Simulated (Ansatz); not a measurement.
Space group P6_3/mmc (No. 194). a = 2.518 Å, b = 2.518 Å, c = 8.305 Å, α = 90.00°, β = 90.00°, γ = 120.00°
```tsv
atom	site	symmetry	x	y	z
C	4e	3m.	0.0000	0.0000	0.0930
C	4f	3m.	0.3333	0.6667	0.1555
```

Equation of state of this C structure (not necessarily the ground state), with shape and atoms relaxed at each volume where symmetry leaves them free. All numbers below come from Ansatz 0.2.0, DFT PBE, scalar-relativistic, plane waves, PAW.

Plane waves to 420 eV, a k mesh through Γ of 12×12×4 on the computed 8-atom cell and Gaussian smearing (0.02 eV); no spin polarisation.

| V (Å³/atom) | E − E(largest V) (meV/atom) | P (GPa) | gap on mesh (eV) |
| --- | --- | --- | --- |
| 5.016 | 69.12 | 70.03 | 4.84 |
| 5.187 | 6.07 | 48.62 | 4.76 |
| 5.358 | -35.69 | 30.07 | 4.69 |
| 5.529 | -58.97 | 13.98 | 4.61 |
| 5.700 | -66.26 | 0.01 | 4.54 |
| 5.871 | -59.63 | -12.12 | 4.47 |
| 6.042 | -40.99 | -22.64 | 4.41 |
| 6.270 | 0.00 | -34.55 | 4.32 |

**Question.** Fit a third-order Birch–Murnaghan equation to E(V).

**Answer.** V0 = 5.70 Å³/atom, B0 = 433 GPa, B0' = 3.7.